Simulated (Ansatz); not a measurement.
SiC: enthalpy against pressure

SiC, P6_3mc, a = 3.092 Å, c = 5.074 Å. The compound has several low-lying forms, and this is one of them. Ansatz: PBE, PAW, 420 eV, Γ-centred 12×12×6 mesh on 4 atoms, Gaussian smearing 0.02 eV; no spin polarisation. Cell and atoms are relaxed at each pressure, and no other structure is tried, so the rows at high pressure may lie past a change of phase. y is the enthalpy over the state at zero pressure; there V0 = 10.503 Å³/atom. The pressures are the targets, met within 0.02 GPa.

| P (GPa) | y (eV/atom) |
| --- | --- |
| -1.0 | -0.0657 |
| 0.0 | 0.0000 |
| 1.0 | 0.0654 |
| 4.0 | 0.2598 |
| 12.0 | ? |
| 25.0 | 1.5574 |
| 50.0 | 2.9903 |
| 90.0 | 5.1049 |

Question: Fit y = c1 P + c2 P² + c3 P³ to the other rows, say what c1 and c2 mean, and predict the missing value.

Answer: Least squares on the rows shown. y = 0.065264 P − 0.00012708 P² + 3.5737×10⁻⁷ P³. Since dH/dP = V, c1 is V0: 0.065264 eV/GPa × 160.2 = 10.455 Å³ against 10.503; c2 = −V0/(2B0) gives B0 = 257 GPa, where a Birch–Murnaghan fit to the volumes of the same runs (not shown) gives 213 GPa: a cubic over this range folds the higher terms into c2. At P = 12.0 the fit asked for gives 0.7655 eV/atom. The run gave 0.7663 eV/atom, so the fit is 0.0008 eV/atom too low, 0.015 % of the span of the series, against an rms of 0.0004 eV/atom on the fitted rows. With a term in P⁴ added, a fit to the same known rows predicts 0.7664 eV/atom, so most of the miss is curvature that the known rows already hold.